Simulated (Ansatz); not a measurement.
# SnSe (GeS type): relaxing cell and atoms, part 2 of 2

The task, for SnSe (GeS type): 2 runs in a chain (relaxing cell and atoms).

Ansatz 0.2.0; DFT r2SCAN, scalar-relativistic, plane waves, PAW.

### 3 Cell and atoms relaxed at 0 GPa

It takes the final geometry of step 2.

Contents of input.yaml:

```yaml
crystal:
  lattice:
    - [11.4867310171, 0.0, 0.0]
    - [0.0, 4.111976576, 0.0]
    - [0.0, 0.0, 4.5632012946]
  atoms:
    - { symbol: Sn, position: [0.1173354009, 0.25, 0.8842830393] }
    - { symbol: Sn, position: [0.8826645991, 0.75, 0.1157169607] }
    - { symbol: Sn, position: [0.3826645991, 0.75, 0.3842830393] }
    - { symbol: Sn, position: [0.6173354009, 0.25, 0.6157169607] }
    - { symbol: Se, position: [0.8536763269, 0.25, 0.5144669985] }
    - { symbol: Se, position: [0.1463236731, 0.75, 0.4855330015] }
    - { symbol: Se, position: [0.6463236731, 0.75, 0.0144669985] }
    - { symbol: Se, position: [0.3536763269, 0.25, 0.9855330015] }
scf:
  occupations: { method: gaussian, width: 0.03 }
output:
  forces: true
  stress: true
  eigenvalues: true
hamiltonian:
  xc: r2scan
basis:
  ecutwfc: 500
kpoints:
  mp_grid: { grid: [4, 12, 12] }
relax:
  f_tol: 0.002
  max_steps: 60
  cell: { stress_tol: 0.01, p_target: 0 }
```

On the command line:

```
ansatz run input.yaml --threads 3 --pin off --max-ram 8192MiB --backend cpu --events-out ev --progress --plain --runs-dir out
```

The log of the run:

```text
Warning: RAYON_NUM_THREADS=3 ignored (pool sized by the plan → 3); use --threads N
Engine: ansatz 0.2.0, aarch64-unknown-linux-gnu
Pseudopotentials: kind: paw
Pseudopotential: Sn, paw, valence charge 14, recommended cutoff 500 eV (meta_gga), Sn.paw.azcp
Pseudopotential: Se, paw, valence charge 16, recommended cutoff 500 eV (meta_gga), Se.paw.azcp
Functional definition: r2SCAN
  parameter k0 = 0.174
  parameter k1 = 0.065
  parameter a1 = 4.9479
  exchange = r2scan_x(k0 = k0, k1 = k1, a1 = a1)
  correlation = r2scan_c
Crystal: 8 atoms, lattice volume = 215.534 Å³
Basis set: ecut = 500 eV, 5475 PW (Γ), exchange–correlation on 360×120×144 points (64 copies of the dense FFT grid, shifted against one another)
Bands: 72, of which v1, the nominal top of the filled ones, is band 60 counted from 1 (59 counted from 0)
Symmetry: 8 space group operations
Space group: Pnma (ITA 62), of the structure as read, at distance tolerance 6.0e-5 Å
k-points: 147 of 576
Non-local potential: Sn, projectors of the file, l = 0: 2, l = 1: 2, l = 2: 2, l = 3: 2
Non-local potential: Se, projectors of the file, l = 0: 2, l = 1: 2, l = 2: 3, l = 3: 1
PAW form: soft (Blöchl's): semilocal exchange-correlation on the pseudo side does not see the compensation charge
PAW frozen core: Sn, regenerated for the run's functional (the file was generated under x = pbe(κ = 0.804, μ = 0.2195149727645171), c = pbe(β = 0.06672455060314922))
PAW frozen core: Se, regenerated for the run's functional (the file was generated under x = pbe(κ = 0.804, μ = 0.2195149727645171), c = pbe(β = 0.06672455060314922))
PAW one-centre angular grid: Sn, 590 points (default); XC on 249 of its mesh's 2787 points in the sphere
PAW one-centre angular grid: Se, 590 points (default); XC on 160 Gauss nodes
Initial density: superposition of atomic densities (neutral atoms: chi_scale 0, normalization atom), corrected by the library's trained network
Initial wavefunctions: pseudopotential atomic-orbital guess
Functional: x = r2scan, c = r2scan; τ floored in thin density (d = 2e-4 eV/Å³)
SCF iter   1: F=—  HF=-46070.626853 eV  |F-HF|=—  |Δ(HF+E_count)|=         —  Δρ=5.23e-3  dr2=6.27e-2  dr2_τ=1.55e-2  ethr=1.77e-3  ⟨swp⟩=6.4  Hψ=39866  notcnv=0  defer=49
preconditioner: auto → Resta (q_TF=auto, 2.475 Å⁻¹)  ε∞=2.7  [insulator: Δε(μ)=0.864 eV  Ē_g=17.532 eV  σ=0.030 eV  W_gap=1.00  n_scr=56 (ndim 8)  ℏωp=22.6 eV  f_vac=0.001  D(μ)=0.00/eV (n_scr^D=0)  ε∞_Penn≈2.7]
SCF iter   2: F=—  HF=-46070.667586 eV  |F-HF|=—  |Δ(HF+E_count)|=   4.07e-2  Δρ=2.51e-3  dr2=1.35e-2  dr2_τ=3.55e-4  ethr=5.22e-5  ⟨swp⟩=3.0  Hψ=22031  notcnv=0  defer=830
SCF iter   3: F=—  HF=-46070.669256 eV  |F-HF|=—  |Δ(HF+E_count)|=   1.67e-3  Δρ=8.40e-4  dr2=1.15e-3  dr2_τ=2.75e-5  ethr=1.13e-5  ⟨swp⟩=2.1  Hψ=13214  notcnv=0  defer=830
SCF iter   4: F=—  HF=-46070.669707 eV  |F-HF|=—  |Δ(HF+E_count)|=   4.51e-4  Δρ=2.01e-4  dr2=7.09e-5  dr2_τ=1.91e-6  ethr=9.59e-7  ⟨swp⟩=2.1  Hψ=14192  notcnv=0  defer=830
SCF iter   5: F=—  HF=-46070.669757 eV  |F-HF|=—  |Δ(HF+E_count)|=   4.96e-5  Δρ=5.31e-5  dr2=8.27e-6  dr2_τ=2.82e-7  ethr=5.91e-8  ⟨swp⟩=2.4  Hψ=14581  notcnv=0  defer=830
SCF iter   6: F=—  HF=-46070.669757 eV  |F-HF|=—  |Δ(HF+E_count)|=   1.71e-7  Δρ=1.59e-5  dr2=4.90e-7  dr2_τ=2.46e-8  ethr=6.89e-9  ⟨swp⟩=2.0  Hψ=15634  notcnv=0  defer=830
SCF iter   7: F=-46070.669757 eV  HF=-46070.669757 eV  |F-HF|=2.33e-8  |Δ(HF+E_count)|=   5.22e-7  Δρ=3.82e-6  dr2=2.67e-8  dr2_τ=8.84e-10  ethr=8.33e-11  ⟨swp⟩=10.6  Hψ=53768  notcnv=0
SCF 1 converged in 7 iterations: F = -46070.669757 eV  dr2 = 2.67e-8
relax step   1: F+E_penalty+E_count = -46070.66975747 eV  Δ(F+E_penalty+E_count) = +0.000e0 eV  max|allowed force component| = 2.821e-4 eV/Å  Δτ_max = 0.0000 Å  P = +1.303 GPa  Ω = 215.534 Å³  (7 SCF iters, dr2 threshold 1.00e-7 eV, accepted)
[... from here on, the SCF cycles and remarks between the steps are left out ...]
relax step   2: F+E_penalty+E_count = -46070.68064368 eV  Δ(F+E_penalty+E_count) = -1.089e-2 eV  max|allowed force component| = 2.211e-2 eV/Å  Δτ_max = 0.0974 Å  P = -0.896 GPa  Ω = 234.039 Å³  energy of the carried Pulay correction = -7.124e-4 eV  (8 SCF iters, dr2 threshold 8.00e-7 eV, accepted)
relax step   3: F+E_penalty+E_count = -46070.70222682 eV  Δ(F+E_penalty+E_count) = -2.158e-2 eV  max|allowed force component| = 3.994e-2 eV/Å  Δτ_max = 0.1093 Å  P = -0.268 GPa  Ω = 227.570 Å³  energy of the carried Pulay correction = -4.730e-4 eV  (7 SCF iters, dr2 threshold 8.00e-7 eV, accepted)
relax step   4: F+E_penalty+E_count = -46070.68834728 eV  Δ(F+E_penalty+E_count) = +1.388e-2 eV  max|allowed force component| = 6.713e-2 eV/Å  Δτ_max = 0.1475 Å  P = +0.779 GPa  Ω = 221.450 Å³  energy of the carried Pulay correction = -2.390e-4 eV  (7 SCF iters, dr2 threshold 5.07e-7 eV, rejected (line search))
relax step   5: F+E_penalty+E_count = -46070.70974590 eV  Δ(F+E_penalty+E_count) = -7.519e-3 eV  max|allowed force component| = 8.134e-3 eV/Å  Δτ_max = 0.0562 Å  P = +0.023 GPa  Ω = 226.198 Å³  energy of the carried Pulay correction = -4.225e-4 eV  (12 SCF iters, accepted)
relax step   6: F+E_penalty+E_count = -46070.71007993 eV  Δ(F+E_penalty+E_count) = -3.340e-4 eV  max|allowed force component| = 8.066e-3 eV/Å  Δτ_max = 0.0172 Å  P = +0.001 GPa  Ω = 226.236 Å³  energy of the carried Pulay correction = -4.247e-4 eV  (8 SCF iters, dr2 threshold 5.01e-9 eV, accepted)
relax step   7: F+E_penalty+E_count = -46070.71016538 eV  Δ(F+E_penalty+E_count) = -8.545e-5 eV  max|allowed force component| = 4.926e-3 eV/Å  Δτ_max = 0.0019 Å  P = -0.013 GPa  Ω = 226.337 Å³  energy of the carried Pulay correction = -4.289e-4 eV  (5 SCF iters, dr2 threshold 1.64e-8 eV, accepted)
relax step   8: F+E_penalty+E_count = -46070.71018007 eV  Δ(F+E_penalty+E_count) = -1.469e-5 eV  max|allowed force component| = 2.849e-4 eV/Å  Δτ_max = 0.0009 Å  P = -0.001 GPa  Ω = 226.309 Å³  energy of the carried Pulay correction = -4.278e-4 eV  (6 SCF iters, dr2 threshold 2.09e-9 eV, accepted)
relax step   9: F+E_penalty+E_count = -46070.71073111 eV  Δ(F+E_penalty+E_count) = -5.510e-4 eV  max|allowed force component| = 3.326e-4 eV/Å  Δτ_max = 0.0000 Å  P = +0.002 GPa  Ω = 226.309 Å³  stress off target by 3.09e-3 GPa  SCF on the basis re-selected at this cell (its energy is not comparable with the rows above)  (7 SCF iters)
basis re-selected at this cell: Δ(F+E_penalty+E_count) = -5.510e-4 eV, ΔP = +0.003 GPa vs the last step (what re-selecting the basis moved, of the pressure what is left beyond the Pulay correction that the steps carried, after the strain that the cell walked since its last selection, with what the two solves' SCF thresholds leave and, on support functions, any second-order correction that the steps lacked; it is no measure of the basis error at this ecutwfc). The dense FFT grid was sized anew with the basis: this SCF ran on 90×32×36 points, the steps before it on 90×30×36, so part of this shift can come from that change (see relax.cell in the input reference). This SCF's stress stands 3.09e-3 GPa from its target on what of the cell is left free (relax.cell.stress_tol is 1.00e-2 GPa) and its largest allowed force component is 3.33e-4 eV/Å (relax.f_tol is 2.00e-3 eV/Å): within both
SCF converged after 7 iterations
Free energy (F): -46070.710731 eV
Harris-Foulkes:  -46070.710731 eV  (|F-HF|=7.28e-12)
Internal energy: -46070.710731 eV  (E = F + TS)
E sigma→0 (E₀):  -46070.710731 eV
Fermi energy:    8.465954 eV
--- Per-component energies (eV) ---
  E_band       = -2058.828926
  E_kinetic    = 1214.778784
  E_local      = -13849.699073  (includes V_loc(G=0)·N_el)
  E_nonlocal   = -2514.391850
  E_hartree    = 7247.575462
  E_xc         = -1894.576127
  E_vxc        = -842.203754  (∫ρ·V_xc dr)
  E_paw        = -24325.521433  (= ΣΔE_a)
  E_vpaw       = -609.292152  (= ΣTr[D̂ρ^β])
  E_aug_tail   = -0.000830  (compensation charges beyond the density's cutoff)
  E_vtau       = 46.829007  (kinetic-family band-sum trace: ∫τ·v_τ [+ j·A + Jᵃ·Aᵃ] dr)
  E_ewald      = -11944.757862
  E_core_change = -4.117802  (= ΣΔE_core)
  E_smearing   = -0.000000  (= −TS)
  E_closure    = -0.000000  (closes the sum)
  Σ components = -46070.710731   (vs F -46070.710731, Δ=0.00e0)
--- Forces (eV/Å), atoms counted from 1 ---
  atom   1  Sn     0.00015257     0.00000000    -0.00033265
  atom   2  Sn    -0.00015257    -0.00000000     0.00033265
  atom   3  Sn    -0.00015257     0.00000000    -0.00033265
  atom   4  Sn     0.00015257    -0.00000000     0.00033265
  atom   5  Se    -0.00015206     0.00000000    -0.00025162
  atom   6  Se     0.00015206    -0.00000000     0.00025162
  atom   7  Se     0.00015206     0.00000000    -0.00025162
  atom   8  Se    -0.00015206    -0.00000000     0.00025162
  max |Σ_I F_I| component: 1.08e-19 eV/Å
--- Stress (GPa, compression-positive) ---
        0.002398       0.000000       0.000000
        0.000000       0.000368      -0.000000
        0.000000      -0.000000       0.003093
  P = ⅓ Tr σ = 0.0020 GPa (0.020 kbar)
--- Band table (eV; the first three rows and the last of 147) ---
  k-point 0: bands = ["-40.1306", "-40.1306", "-40.1306", "-40.1305", "-40.1286", "-40.1286", "-40.1285", "-40.1284", "-40.0985", "-40.0984", "-40.0984", "-40.0983", "-40.0939", "-40.0938", "-40.0938", "-40.0938", "-40.0840", "-40.0840", "-40.0838", "-40.0837", "-13.9931", "-13.9826", "-13.9761", "-13.9706", "-13.9704", "-13.9668", "-13.9668", "-13.9633", "-13.9429", "-13.9403", "-13.9374", "-13.9310", "-13.9283", "-13.9281", "-13.9027", "-13.9019", "-13.8986", "-13.8958", "-13.8945", "-13.8918", "-6.1330", "-5.8584", "-5.1004", "-4.7189", "0.6968", "1.5702", "2.5038", "3.0381", "3.2600", "4.5432", "4.8447", "4.8476", "4.8495", "5.2378", "5.9169", "6.0819", "6.4340", "7.0645", "7.2092", "7.7084", "9.1974", "10.9318", "11.0068", "11.1054", "11.3166", "11.7082", "11.8825", "12.6850", "12.9558", "13.3141", "13.7337", "14.1499"]
[... 3 lines left out ...]
--- Relaxed structure (8 steps of the walk, 7 accepted, 1 SCFs on fresh bases) ---
  F+E_penalty+E_count = -46070.71073111 eV   max|allowed force component| = 3.326e-4 eV/Å   (the final SCF, on the basis selected at the relaxed cell)
  cell:  # Å, volume = 226.3088 Å³
    - [11.676072066758419, -4.150979188417285e-34, -2.8780485035810426e-32]
    - [-1.4859518486874629e-34, 4.123532074337911, 5.283384350888757e-33]
    - [-1.0260590744397184e-32, 5.8631526382131214e-33, 4.700406129017104]
  atoms:
    - { symbol: Sn, position: [0.11998252889145167, 0.25, 0.8750385803386551] }
    - { symbol: Sn, position: [0.8800174711085482, 0.7500000000000001, 0.12496141966134496] }
    - { symbol: Sn, position: [0.38001747110854833, 0.7500000000000001, 0.37503858033865506] }
    - { symbol: Sn, position: [0.6199825288914518, 0.25, 0.624961419661345] }
    - { symbol: Se, position: [0.8520752697122151, 0.25, 0.5120852574680734] }
    - { symbol: Se, position: [0.14792473028778474, 0.7500000000000001, 0.4879147425319266] }
    - { symbol: Se, position: [0.6479247302877849, 0.7500000000000001, 0.012085257468073297] }
    - { symbol: Se, position: [0.35207526971221526, 0.25, 0.9879147425319267] }
```

It took 17 min on 3 threads of Arm Neoverse V1, shared host; peak memory 2.5 GiB.

Relaxation path:

| step | energy from step 1 (eV/cell) | largest force component (eV/Å) | pressure (GPa) | volume (Å³) |
| --- | --- | --- | --- | --- |
| 1 | 0.0000 | 0.0003 | 1.30 | 215.53 |
| 2 | -0.0109 | 0.0221 | -0.90 | 234.04 |
| 3 | -0.0325 | 0.0399 | -0.27 | 227.57 |
| 4 | -0.0186 | 0.0671 | 0.78 | 221.45 |
| 5 | -0.0400 | 0.0081 | 0.02 | 226.20 |
| 6 | -0.0403 | 0.0081 | 0.00 | 226.24 |
| 7 | -0.0404 | 0.0049 | -0.01 | 226.34 |
| 8 | -0.0404 | 0.0003 | 0.00 | 226.31 |
| 9 | -0.0410 | 0.0003 | 0.00 | 226.31 |

Step 1 is the start. Step 9 repeats the geometry before it on a plane-wave basis chosen anew for that cell, so its energy need not be comparable with the rows above. Step 4 was tried and not accepted.

«Before» is this run's own start.

|  | before | after | change |
| --- | --- | --- | --- |
| a (Å) | 11.487 | 11.676 | +1.6 % |
| b (Å) | 4.112 | 4.124 | +0.3 % |
| c (Å) | 4.563 | 4.700 | +3.0 % |
| volume (Å³/atom) | 26.94 | 28.29 | +5.0 % |
| shortest distance (Å) | 2.754 | 2.761 | +0.3 % |
| space group (0.01 Å) | Pnma | Pnma | same |

The run keeps the 8 symmetry operations of the start, so it could not have lowered the symmetry.

### 4 Summary of results

This closing draws on all 2 parts.

```
step  volume (Å³/atom)  pressure (GPa)  energy above the lowest (meV/atom)  gap on the mesh (eV)    time
   2             26.94             1.3                                 5.1                  0.88  18 min
   3             28.29             0.0                                 0.0                  1.02  17 min
```

| quantity | value |
| --- | --- |
| relaxed cell, step 3 | a = 11.676 Å, b = 4.124 Å, c = 4.700 Å, α = 90.00°, β = 90.00°, γ = 90.00° |

**Reading.** Layers here are held mostly by dispersion, which this level lacks, so their spacing and the stiffness across them are unreliable there.

These are semilocal Kohn-Sham gaps, which aren't the measured quantity. Such gaps usually fall short of the measured ones.
